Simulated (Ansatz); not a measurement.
Space group Fm-3m (No. 225). a = 6.422 Å, b = 6.422 Å, c = 6.422 Å, α = 90.00°, β = 90.00°, γ = 90.00°
```csv
atom,site,symmetry,x,y,z
Mg,8c,-43m,0.2500,0.7500,0.7500
Ge,4a,m-3m,0.0000,0.0000,0.0000
```

Equation of state of this Mg₂Ge structure (not necessarily the ground state), with shape and atoms relaxed at each volume where symmetry leaves them free. The calculation used Ansatz 0.2.0, DFT PBE, scalar-relativistic, plane waves, PAW.

Plane waves to 420 eV, a k mesh through Γ of 10×10×10 on the computed 3-atom cell and Gaussian smearing (0.01 eV); no spin polarisation.

```tsv
V (Å³/atom)	E − E(largest V) (meV/atom)	P (GPa)	gap on mesh (eV)
19.422	32.09	8.26	0.04
20.084	3.42	5.68	0.08
20.746	-15.40	3.49	0.11
21.408	-25.82	1.60	0.14
22.071	-29.03	-0.01	0.17
22.733	-26.08	-1.38	0.19
23.395	-17.86	-2.56	0.21
24.278	0.00	-3.87	0.24
```

**Question.** Fit a third-order Birch–Murnaghan equation to E(V).

**Answer.** V0 = 22.07 Å³/atom, B0 = 50 GPa, B0' = 4.2.